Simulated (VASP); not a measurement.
Input of a VASP 6.6.1 run:

Contents of INCAR:

```
PREC = Accurate
ENCUT = 600
EDIFF = 1E-6
ISMEAR = 0
SIGMA = 0.03
LREAL = False
LASPH = True
NELM = 80
ALGO = Normal
ISIF = 3
LWAVE = False
LCHARG = False
GGA = PS
IBRION = 2
NSW = 90
EDIFFG = -0.01
```

The input KPOINTS:

```
regular mesh
0
Gamma
  14 14 14
```

Contents of POSCAR:

```
BN
1.0
    0.0000000000      1.8075000000      1.8075000000
    1.8075000000      0.0000000000      1.8075000000
    1.8075000000      1.8075000000      0.0000000000
B N
1 1
Direct
    0.0000000000      0.0000000000      0.0000000000
    0.2500000000      0.2500000000      0.2500000000
```

Potentials or basis: VASP PAW PBE potentials, release 64 (B, N).

Run with:

```sh
$ cat potpaw_PBE.64/B/POTCAR potpaw_PBE.64/N/POTCAR > POTCAR
$ mpirun -np 1 vasp_std > vasp.out
```

Problem. Predict the relaxed volume.

Solution. 5.86 Å³/atom.

Problem. What does it give for the relaxed cell?

Solution. a = 2.550 Å, b = 2.550 Å, c = 2.550 Å, α = 60.00°, β = 60.00°, γ = 60.00°.

Problem. What does it give for the space group after relaxing (to 0.05 Å)?

Solution. F-43m (No. 216).

Final structure:
```
B N
1.0
     0.00000    1.80332    1.80332
     1.80332    0.00000    1.80332
     1.80332    1.80332    0.00000
B N
1 1
Direct
  0.00000 0.00000 0.00000
  0.25000 0.25000 0.25000
```

Caveat: the PAW data sets were made with another functional, which shifts forces and pressure a little.
